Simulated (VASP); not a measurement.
# C (Fmmm) in VASP: further runs

One crystal, C, is run at these levels: r2SCAN, r2SCAN+rVV10; tasks: single point.

Program: VASP 6.6.1. These are calculated values, not measurements. Logs are shortened: lines on timing, memory, paths and dates and some standing lists are left out, and cuts for length are marked.

### 1 The crystal as given

It takes space group Fmmm (No. 69, orthorhombic). Conventional cell: a = 2.461 Å, b = 4.263 Å, c = 6.708 Å, α = 90.00°, β = 90.00°, γ = 90.00°. Around C (site symmetry m2m) lie 3 C at 1.42 Å.

The cell was built by a generator and needn't be a form met in nature.

### 2 Single point, r2SCAN

File INCAR:

```
ALGO = Normal
EDIFF = 1E-6
ENCUT = 520
ISIF = 2
ISMEAR = -1
LASPH = True
LCHARG = True
LELF = True
LMIXTAU = True
LREAL = False
LVHAR = True
LWAVE = False
METAGGA = R2SCAN
NBANDS = 16
NELM = 80
PREC = Accurate
SIGMA = 0.05
```

File KPOINTS:

```
k-points
0
Gamma
  16 16 4
```

File POSCAR:

```
C
1.0
    2.4610000000      0.0000000000      0.0000000000
   -1.2305000000      2.1312885187      0.0000000000
    0.0000000000      0.0000000000      6.7080000000
C
4
Direct
    0.0000000000      0.0000000000      0.2500000000
    0.3333333333      0.6666666667      0.2500000000
    0.5000000000      0.0000000000      0.7500000000
    0.8333333333      0.6666666667      0.7500000000
```

Potentials or basis: VASP PAW PBE potentials, release 64 (C).

Command:

```console
cat potpaw_PBE.64/C/POTCAR > POTCAR
mpirun -np 1 vasp_std > vasp.out
```

OUTCAR:

```text
EDIFF = 1E-6
   ENCUT = 520
   ISIF = 2
   ISMEAR = -1
   LASPH = True
   LREAL = False
   METAGGA = R2SCAN
   NELM = 80
   PREC = Accurate

 ion  position               nearest neighbor table
   1  0.000  0.000  0.250-   2 1.42   2 1.42   2 1.42
   2  0.333  0.667  0.250-   1 1.42   1 1.42   1 1.42
   3  0.500  0.000  0.750-   4 1.42   4 1.42   4 1.42
   4  0.833  0.667  0.750-   3 1.42   3 1.42   3 1.42

  LATTYP: Found a hexagonal cell.
 ALAT       =     2.4610000000
 C/A-ratio  =     2.7257212515

  Lattice vectors:

 A1 = (   2.4610000000,   0.0000000000,   0.0000000000)
 A2 = (  -1.2305000000,   2.1312885187,   0.0000000000)
 A3 = (   0.0000000000,   0.0000000000,   6.7080000000)

Analysis of symmetry for initial positions (statically):
=====================================================================
 Subroutine PRICEL returns following result:

  LATTYP: Found a face centered orthorhombic cell.
 ALAT       =     2.4610000000
 B/A-ratio  =     1.7320508076
 C/A-ratio  =     2.7257212515

  Lattice vectors:

 A1 = (   0.0000000000,   2.1312885187,  -3.3540000000)
 A2 = (  -1.2305000000,   0.0000000000,  -3.3540000000)
 A3 = (  -1.2305000000,   2.1312885187,   0.0000000000)

   2 primitive cells build up your supercell.

 Routine SETGRP: Setting up the symmetry group for a
 hexagonal supercell.

 Subroutine GETGRP returns: Found  8 space group operations
 (whereof  2 operations were pure point group operations)
 out of a pool of 24 trial point group operations.

The static configuration has the point symmetry C_1h.
 The point group associated with its full space group is D_2h.

Analysis of symmetry for dynamics (positions and initial velocities):
=====================================================================
 Subroutine PRICEL returns following result:

  LATTYP: Found a face centered orthorhombic cell.
 ALAT       =     2.4610000000
 B/A-ratio  =     1.7320508076
 C/A-ratio  =     2.7257212515

  Lattice vectors:

 A1 = (   0.0000000000,   2.1312885187,  -3.3540000000)
 A2 = (  -1.2305000000,   0.0000000000,  -3.3540000000)
 A3 = (  -1.2305000000,   2.1312885187,   0.0000000000)

   2 primitive cells build up your supercell.

 Routine SETGRP: Setting up the symmetry group for a
 hexagonal supercell.

 Subroutine GETGRP returns: Found  8 space group operations
 (whereof  2 operations were pure point group operations)
 out of a pool of 24 trial point group operations.

The dynamic configuration has the point symmetry C_1h.
 The point group associated with its full space group is D_2h.

 Subroutine INISYM returns: Found  8 space group operations
 (whereof  2 operations are pure point group operations),
 and found     2 'primitive' translations

----------------------------------------------------------------------------------------

                                     Primitive cell

  volume of cell :      17.5921

  direct lattice vectors                    reciprocal lattice vectors
     0.000000000  2.131288519 -3.354000000     0.406338887  0.234599866 -0.149075730
    -1.230500000  0.000000000 -3.354000000    -0.406338887 -0.234599866 -0.149075730
    -1.230500000  2.131288519  0.000000000    -0.406338887  0.234599866  0.149075730

  length of vectors
     3.973878049  3.572596570  2.461000000     0.492312869  0.492312869  0.492312869

  position of ions in fractional coordinates (direct lattice)
     0.750000000  0.750000000  0.250000000
     0.083333333  0.416666667  0.583333333

  ion indices of the primitive-cell ions
   primitive index   ion index
                 1           1
                 2           2

----------------------------------------------------------------------------------------

 KPOINTS: k-points

Automatic generation of k-mesh.
 Grid dimensions read from file:
 generate k-points for:   16   16    4

 Generating k-lattice:

  Cartesian coordinates                     Fractional coordinates (reciprocal lattice)
     0.025396180  0.014662492  0.000000000     0.062500000  0.000000000  0.000000000
     0.000000000  0.029324983  0.000000000     0.000000000  0.062500000  0.000000000
     0.000000000  0.000000000  0.037268933     0.000000000  0.000000000  0.250000000

  Length of vectors
     0.029324983  0.029324983  0.037268933

  Shift w.r.t. Gamma in fractional coordinates (k-lattice)
     0.000000000  0.000000000  0.000000000

 Subroutine IBZKPT returns following result:
 ===========================================

 Found    219 irreducible k-points:

 Following reciprocal coordinates:
            Coordinates               Weight
  0.000000  0.000000  0.000000      1.000000
  0.062500  0.000000  0.000000      4.000000
  0.000000  0.062500  0.000000      2.000000
  0.125000  0.000000  0.000000      4.000000
  0.000000  0.125000  0.000000      2.000000
  0.187500 -0.000000  0.000000      4.000000
[... 16 lines left out ...]
  0.187500  0.062500  0.000000      4.000000
 -0.062500  0.250000  0.000000      4.000000
 [... further k-points ...]
   k-points           NKPTS =    219   k-points in BZ     NKDIM =    219   number of bands    NBANDS=     16
   number of dos      NEDOS =    301   number of ions     NIONS =      4
   total plane-waves  NPLWV =  16200
   dimension x,y,z NGX =    18 NGY =   18 NGZ =   50
   dimension x,y,z NGXF=    36 NGYF=   36 NGZF=  100
   ions per type =               4
   NGX,Y,Z   is equivalent  to a cutoff of  12.16, 12.16, 12.39 a.u.
   NGXF,Y,Z  is equivalent  to a cutoff of  24.32, 24.32, 24.78 a.u.
 SYSTEM =  unknown system
   PREC   = accura    normal or accurate (medium, high low for compatibility)
   ISTART =      0    job   : 0-new  1-cont  2-samecut
   ICHARG =      2    charge: 1-file 2-atom 10-const
   ISPIN  =      1    spin polarized calculation?
   LNONCOLLINEAR =      F non collinear calculations
   LSORBIT =      F    spin-orbit coupling
   LASPH  =      T    aspherical Exc in radial PAW
   ENCUT  =  520.0 eV  38.22 Ry    6.18 a.u.   4.58  4.58 12.47*2*pi/ulx,y,z
   NELM   =     80;   NELMIN=  2; NELMDL= -5     # of ELM steps
   EDIFF  = 0.1E-05   stopping-criterion for ELM
   LREAL  =      F    real-space projection
   EDIFFG = 0.1E-04   stopping-criterion for IOM
   NSW    =      0    number of steps for IOM
   IBRION =     -1    ionic relax: 0-MD 1-quasi-New 2-CG
   NFREE  =      0    steps in history (QN), initial steepest desc. (CG)
   ISIF   =      2    stress and relaxation
   ISYM   =      2    0-nonsym 1-usesym 2-fastsym
   POTIM  = 0.5000    time-step for ionic-motion
   TEBEG  =    0.0;   TEEND  =   0.0 temperature during run
   PSTRESS=    0.0 pullay stress
   NELECT =      16.0000    total number of electrons
   NUPDOWN=      -1.0000    fix difference up-down
   EMIN   =  10.00;   EMAX   =-10.00  energy-range for DOS
   EFERMI =   0.00;   METHOD = LEGACY
   ISMEAR =    -1;   SIGMA  =   0.05  broadening in eV -4-tet -1-fermi 0-gaus
   EFERMI_NEDOS =   21; number of points for ismear=-14 and -15
   IALGO  =     38    algorithm
   IMIX   =      4    mixing-type and parameters
     AMIX     =   0.40;   BMIX     =  1.00
     AMIX_MAG =   1.60;   BMIX_MAG =  1.00
  volume/ion in A,a.u.               =       8.80        59.36
  Fermi-wavevector in a.u.,A,eV,Ry     =   1.258923  2.379020 21.563700  1.584887
  Thomas-Fermi vector in A             =   2.392508
   LORBIT       =      0    0 simple, 1 ext, 2 COOP (PROOUT), +10 PAW based schemes
   METAGGA = R2SCAN    functional components
   LHFCALC =     F    Hartree Fock is set to
   AEXX    =    0.0000 exact exchange contribution
   IVDW    =     0    specifies the selected vdW correction
   LEPSILON=     F    determine dielectric tensor
   LRPA    =     F    only Hartree local field effects (RPA)
 non-spin polarized calculation
  energy-cutoff  :      520.00
  volume of cell :       35.18
 maximum number of plane-waves:       979
   NGX =  9   NGY =  9   NGZ = 25

 number of electron      15.9999994 magnetization

 Free energy of the ion-electron system (eV)
  ---------------------------------------------------
  ext. energy  EPLUGINS =         0.00000000
  ---------------------------------------------------
  free energy    TOTEN  =       -39.73783771 eV

  energy without entropy =      -39.73758628  energy(sigma->0) =      -39.73771199

 E-fermi :   4.5853     XC(G=0): -11.1306

 val. band max:        4.4402415512   @ k =   0.3125   0.3125   0.0000
 cond. band min:       4.6679199226   @ k =   0.3750   0.3125   0.0000
 fundamental gap:      0.2276783713
 Fermi energy:         4.5852834612

 k-point     1 :       0.0000    0.0000    0.0000
  band No.  band energies     occupation
      1     -16.2662      2.00000
      2     -15.9674      2.00000
      3      -4.3458      2.00000
      4      -2.3209      2.00000
      5       1.4444      2.00000
      6       1.4572      2.00000
[... 8 lines left out ...]
     15      17.0238      0.00000
     16      17.1824      0.00000

 k-point     2 :       0.0625    0.0000    0.0000
  band No.  band energies     occupation
      1     -16.1675      2.00000
      2     -15.8703      2.00000
      3      -4.2265      2.00000
      4      -2.2086      2.00000
      5       1.0411      2.00000
      6       1.0749      2.00000
[... 8 lines left out ...]
     15      16.6375      0.00000
     16      16.8473      0.00000

 k-point     3 :       0.0000    0.0625    0.0000
  band No.  band energies     occupation
      1     -16.1675      2.00000
      2     -15.8703      2.00000
      3      -4.2268      2.00000
      4      -2.2081      2.00000
      5       1.0476      2.00000
      6       1.0694      2.00000
[... 8 lines left out ...]
     15      16.6891      0.00000
     16      16.7965      0.00000

 k-point     4 :       0.1250    0.0000    0.0000
  band No.  band energies     occupation
      1     -15.8721      2.00000
      2     -15.5798      2.00000
      3      -3.8700      2.00000
      4      -1.8737      2.00000
      5      -0.0548      2.00000
      6      -0.0009      2.00000
[... 8 lines left out ...]
     15      15.9022      0.00000
     16      16.1950      0.00000

 k-point     5 :       0.0000    0.1250    0.0000
  band No.  band energies     occupation
      1     -15.8722      2.00000
      2     -15.5797      2.00000
      3      -3.8711      2.00000
      4      -1.8718      2.00000
      5      -0.0496      2.00000
      6      -0.0060      2.00000
[... 8 lines left out ...]
     15      15.7608      0.00000
     16      16.2305      0.00000

 k-point     6 :       0.1875   -0.0000    0.0000
  band No.  band energies     occupation
      1     -15.3820      2.00000
      2     -15.0977      2.00000
      3      -3.2805      2.00000
      4      -1.5762      2.00000
      5      -1.4972      2.00000
      6      -1.3234      2.00000
[... 8 lines left out ...]
     15      16.6994      0.00000
     16      16.6995      0.00000
[... 267 lines left out ...]
 k-point    21 :      -0.0625    0.1875    0.0000
  band No.  band energies     occupation
      1     -15.5779      2.00000
      2     -15.2901      2.00000
      3      -3.5174      2.00000
      4      -1.5389      2.00000
      5      -0.8822      2.00000
      6      -0.8425      2.00000
[... 8 lines left out ...]
     15      15.6416      0.00000
     16      16.4374      0.00000

 k-point    22 :      -0.1875    0.1250    0.0000
  band No.  band energies     occupation
      1     -15.5777      2.00000
      2     -15.2903      2.00000
      3      -3.5149      2.00000
      4      -1.5428      2.00000
      5      -0.8990      2.00000
      6      -0.8245      2.00000
[... 8 lines left out ...]
     15      15.6348      0.00000
     16      16.4422      0.00000

 k-point    23 :       0.1875    0.0625    0.0000
  band No.  band energies     occupation
      1     -14.9920      2.00000
      2     -14.7140      2.00000
      3      -2.8146      2.00000
      4      -2.4547      2.00000
      5      -2.3763      2.00000
      6      -0.8885      2.00000
[... 8 lines left out ...]
     15      17.1071      0.00000
     16      17.3003      0.00000

 k-point    24 :      -0.0625    0.2500    0.0000
  band No.  band energies     occupation
      1     -14.9923      2.00000
      2     -14.7137      2.00000
      3      -2.8183      2.00000
      4      -2.4534      2.00000
      5      -2.3776      2.00000
      6      -0.8821      2.00000
[... 8 lines left out ...]
     15      17.1910      0.00000
     16      17.2220      0.00000

 [... further k-points ...]

------------------------ aborting loop because EDIFF is reached ----------------------------------------

  FORCE on cell =-STRESS in cart. coord.  units (eV):
  Direction    XX          YY          ZZ          XY          YZ          ZX
  --------------------------------------------------------------------------------------
  -------------------------------------------------------------------------------------
  Total       -0.3233737     -0.5012591      0.4194717     -0.0000000     -0.0000000      0.0000000
  in kB      -14.7254411    -22.8257942     19.1014496     -0.0000000     -0.0000000      0.0000000
  external PRESSURE =      -6.1499286 kB  Pullay stress =       0.0000000 kB

 VOLUME and BASIS-vectors are now :
 -----------------------------------------------------------------------------
  energy-cutoff  :      520.00
  volume of cell :       35.18
      direct lattice vectors                 reciprocal lattice vectors
     2.461000000  0.000000000  0.000000000     0.406338887  0.234599866  0.000000000
    -1.230500000  2.131288519  0.000000000     0.000000000  0.469199731  0.000000000
     0.000000000  0.000000000  6.708000000     0.000000000  0.000000000  0.149075730

 POSITION                                       TOTAL-FORCE (eV/Angst)
 -----------------------------------------------------------------------------------
      0.00000      0.00000      1.67700         0.000000      0.018043      0.000000
     -0.00000      1.42086      1.67700         0.000000     -0.018043     -0.000000
      1.23050      0.00000      5.03100         0.000000      0.018043      0.000000
      1.23050      1.42086      5.03100         0.000000     -0.018043     -0.000000
 -----------------------------------------------------------------------------------
    total drift:                                0.000000     -0.000000     -0.000000

  FREE ENERGIE OF THE ION-ELECTRON SYSTEM (eV)
  ---------------------------------------------------
  free  energy   TOTEN  =       -39.7378377145 eV

  energy  without entropy=      -39.7375862754  energy(sigma->0) =      -39.73771199
```

It took 6 min on 1 thread of Intel Xeon Platinum 8488C (Sapphire Rapids), shared host; peak memory 0.21 GiB.

What came out:

- Free energy: -39.7378 eV
- Pressure: -0.6 GPa
- Largest force: 0.018 eV/Å
- Band gap on the k mesh: 0.23 eV

Forces on the atoms (eV/Å):
```
C    0.000  0.018  0.000
C    0.000 -0.018  0.000
C    0.000  0.018  0.000
C    0.000 -0.018  0.000
```

Stress tensor (GPa, compression positive):
```
-1.47  0.00  0.00
 0.00 -2.28  0.00
 0.00  0.00  1.91
```

Caveat: the PAW data sets were made with another functional, which shifts forces and pressure a little. r2SCAN opens gaps a little over a GGA but as a rule still falls short of measured ones.

### 3 Single point, r2SCAN+rVV10

INCAR: that of step 2 with these lines changed.

```diff
@@ -1,2 +1,4 @@
 ALGO = Normal
+BPARAM = 11.95
+CPARAM = 0.0093
 EDIFF = 1E-6
@@ -5,2 +7,3 @@
 ISMEAR = -1
+IVDW_NL = 2
 LASPH = True
@@ -10,2 +13,3 @@
 LREAL = False
+LUSE_VDW = True
 LVHAR = True
```

KPOINTS is that of step 2.

POSCAR is that of step 2.

Potentials or basis: VASP PAW PBE potentials, release 64 (C).

Command:

```console
cat potpaw_PBE.64/C/POTCAR > POTCAR
mpirun -np 1 vasp_std > vasp.out
```

Wall time 7 min (1 thread of Intel Xeon Platinum 8488C (Sapphire Rapids), shared host); peak memory 0.29 GiB.

It converged, with:

* Free energy: -39.4239 eV
* Pressure: -1.2 GPa
* Largest force: 0.018 eV/Å
* Band gap on the k mesh: 0.22 eV

Forces on the atoms (eV/Å):
```
C    0.000  0.018  0.000
C    0.000 -0.018  0.000
C    0.000  0.018  0.000
C    0.000 -0.018  0.000
```

Stress tensor (GPa, compression positive):
```
-1.52  0.00  0.00
 0.00 -2.35  0.00
 0.00  0.00  0.15
```

Levels at points of the mesh, in eV from the valence-band top:
| k point | band 6 | band 7 | band 8 | band 9 | band 10 | band 11 |
| --- | --- | --- | --- | --- | --- | --- |
| (0.00, 0.00, 0.00) | -2.98 | -2.97 | -2.95 | 4.56 | 8.87 | 8.90 |
| (0.50, 0.00, 0.00) | -6.57 | -2.41 | -2.41 | 2.22 | 2.22 | 7.93 |
| (0.00, 0.50, 0.00) | -6.54 | -3.01 | -1.48 | 1.20 | 2.88 | 7.72 |
| (0.00, 0.00, 0.50) | -2.97 | -2.97 | -2.97 | 7.35 | 7.35 | 8.92 |
| (0.50, 0.00, 0.50) | -6.57 | -2.30 | -2.30 | 1.96 | 1.96 | 7.92 |
| (0.00, 0.50, 0.50) | -6.57 | -2.30 | -2.30 | 1.96 | 1.96 | 7.93 |

Caveat: the PAW data sets were made with another functional, which shifts forces and pressure a little. r2SCAN opens gaps a little over a GGA but as a rule still falls short of measured ones.
